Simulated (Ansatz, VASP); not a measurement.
# Al: VASP beside Ansatz

INCAR

```
ALGO     = Normal         # electronic algorithm
EDIFF    = 1E-6           # SCF threshold, eV
EDIFFG   = -0.005         # ionic threshold
ENCUT    = 600            # plane-wave cutoff, eV
GGA      = CA             # functional
IBRION   = 2              # ionic algorithm
ISIF     = 3              # what is computed and relaxed
ISMEAR   = -1             # smearing method
LASPH    = True           # aspherical terms in the spheres
LCHARG   = False          # write CHGCAR
LREAL    = False          # projectors in reciprocal space
LWAVE    = False          # write WAVECAR
NELM     = 80             # most SCF steps
NSW      = 60             # ionic steps
PREC     = Accurate       # precision mode
SIGMA    = 0.08           # smearing width, eV
```

The input KPOINTS:

```
k-points
0
Gamma
  19 19 19
```

The input POSCAR:

```
Al
1.0
   -1.5807257788      1.5807257788      1.5807257788
    1.5807257788     -1.5807257788      1.5807257788
    1.5807257788      1.5807257788     -1.5807257788
Al
1
Direct
    0.0000000000      0.0000000000      0.0000000000
```

Input for Ansatz:

```yaml
crystal:
  lattice:
    - [-1.5807257788, 1.5807257788, 1.5807257788]
    - [1.5807257788, -1.5807257788, 1.5807257788]
    - [1.5807257788, 1.5807257788, -1.5807257788]
  atoms:
    - { symbol: Al, position: [0.0, 0.0, 0.0] }
kpoints:
  mp_grid: { grid: [19, 19, 19] }
scf:
  occupations: { method: fermi_dirac, width: 0.08 }
hamiltonian:
  xc: lda
  pseudopotentials: { kind: paw }
output:
  forces: true
  stress: true
  write_density: true
  write_potential: true
  elf: true
  volumetric_format: npy
relax:
  f_tol: 0.005
  max_steps: 40
  cell: {}
```

Alike in both runs: task relaxation of cell and atoms; functional LDA; k mesh 19 × 19 × 19; occupations fermi-dirac, width 0.08 eV; no spin polarisation.

```csv
,VASP,Ansatz
version,VASP 6.6.1,Ansatz 0.2.0
potentials or method,"VASP PAW LDA potentials, release 64 (Al)","PAW with Ansatz's default frozen-core files, scalar-relativistic"
plane-wave cutoff (eV),600,420
valence electrons in the cell,3,3
```

|  | VASP | Ansatz | Ansatz less VASP |
| --- | --- | --- | --- |
| relaxed volume (Å³/atom) | 16.23 | 16.21 | -0.022 |
| relaxed cell length with the largest relative difference (Å) | 2.763 | 2.762 | -0.0013 |
| energy change over the relaxation (meV/atom) | -3 | -3 | +0.2 |
